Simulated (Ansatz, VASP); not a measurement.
## One calculation of C, two programs

File INCAR:

```
SYSTEM = C
PREC = Accurate
ENCUT = 520
EDIFF = 1E-6
ISMEAR = -1
SIGMA = 0.1
LREAL = .FALSE.
LASPH = .TRUE.
NELM = 100
ALGO = Normal
ISIF = 2
LWAVE = .FALSE.
LCHARG = .FALSE.
GGA = RP
NBANDS = 8
```

The input KPOINTS:

```
regular mesh
0
G
  21 21 21
  0 0 0
```

The input POSCAR:

```
C
1.0
   -1.1790578244      1.1790578244      1.1790578244
    1.1790578244     -1.1790578244      1.1790578244
    1.1790578244      1.1790578244     -1.1790578244
C
1
Direct
    0.0000000000      0.0000000000      0.0000000000
```

Input for Ansatz:

```yaml
crystal:
  lattice:
    - [-1.1790578244, 1.1790578244, 1.1790578244]
    - [1.1790578244, -1.1790578244, 1.1790578244]
    - [1.1790578244, 1.1790578244, -1.1790578244]
  atoms:
    - { symbol: C, position: [0.0, 0.0, 0.0] }
hamiltonian:
  xc: rpbe
  pseudopotentials:
    kind: paw
    azcp:
      C: "pseudopotentials/C.paw.azcp"
basis:
  ecutwfc: 420
  fft_grid_basis: typed
kpoints:
  mp_grid: { grid: [21, 21, 21], shift: [0, 0, 0] }
magnetization:
  spin_polarized: false
scf:
  occupations: { method: fermi_dirac, width: 0.1 }
  lower_state_search: "off"
output:
  stress: true
```

Alike in both runs: task single point; functional RPBE; k mesh 21 × 21 × 21; occupations fermi-dirac, width 0.1 eV; no spin polarisation.

```csv
,VASP,Ansatz
version,VASP 6.6.1,Ansatz 0.2.0
potentials or method,"VASP PAW PBE potentials, release 64 (C)","plane waves (420 eV) with PAW, scalar-relativistic"
plane-wave cutoff (eV),520,420
valence electrons in the cell,4,4
```

Ansatz gave:

```
pressure (GPa) : 7.2
```

**Question.** Estimate VASP's values.

**Answer.** Pressure (GPa): 7.3.

Caveats: the PAW data sets were made with another functional, which shifts forces and pressure a little (VASP).
